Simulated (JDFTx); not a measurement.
MgO:

```
CELL_PARAMETERS angstrom
0.00000 2.09700 2.09700
2.09700 0.00000 2.09700
2.09700 2.09700 0.00000
ATOMIC_POSITIONS crystal
Mg 0.00000 0.00000 0.00000
O 0.50000 0.50000 0.50000
```

The cell is a database's computed one.

* Program: JDFTx 1.7.0 (patched build)
* Task: single point
* Functional: PBE
* Potentials or basis: PseudoDojo-SR-PBE-0.5-standard
* Cutoff: 1143 eV
* Density cutoff: 4572 eV
* k mesh: 11 × 11 × 11
* Occupations: fermi-dirac, width 0.05 eV
* Spin: no spin polarisation

On this cell: pressure 6.7 GPa; band gap on the k mesh 4.90 eV, direct.

The same run follows on a disturbed copy (atoms moved at random, drawn with an rms of 0.05 Å):

```
CELL_PARAMETERS angstrom
0.00000 2.09700 2.09700
2.09700 0.00000 2.09700
2.09700 2.09700 0.00000
ATOMIC_POSITIONS crystal
Mg 0.98355 0.02051 0.98418
O 0.50225 0.49698 0.50691
```

Question: What does the disturbed cell give?

Answer: The energy moves by +11.5 meV/atom; pressure 7.5 GPa; band gap on the k mesh 4.89 eV, direct.

Stress tensor (GPa, compression positive):
```
6.54 0.01 0.00
0.01 9.43 0.06
0.00 0.06 6.58
```

